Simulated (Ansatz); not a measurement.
# Is this Be structure a true minimum?

The cell was found from a structure generator's guess, not taken from experiment.

Computed with Ansatz 0.2.0, DFT PBE, scalar-relativistic, plane waves, PAW. Plane waves to 420 eV, a k mesh through Γ of 32×32×32 on the computed 1-atom cell and Gaussian smearing (0.10 eV); no spin polarisation.

The cell below (1 atom, space group Fm-3m (No. 225)) is relaxed within its symmetry.

```
Be
1.0
    -1.11639    1.11639    1.57883
     1.11639   -1.11639    1.57883
     1.11639    1.11639   -1.57883
Be
1
Direct
  0.50000 0.50000 0.00000
```

For the test a repeat of it with 8 atoms (edges 4.47, 4.47, 4.47 Å) was strained at random (σ = 1.5 % a component), the atoms were moved at random (σ = 0.15 Å), and all was relaxed again on a coarse 8×8×8 mesh (in the run’s order of axes) with 0.20 eV smearing, with no symmetry imposed.

Q: What happens?

A: It returns, within 1 meV/atom of the unmoved cell on that mesh and with the same symmetry when read at 0.1 Å. So it is stable against the distortions that fit this cell and that this random move excites. Modes that don't fit the cell aren't tested.
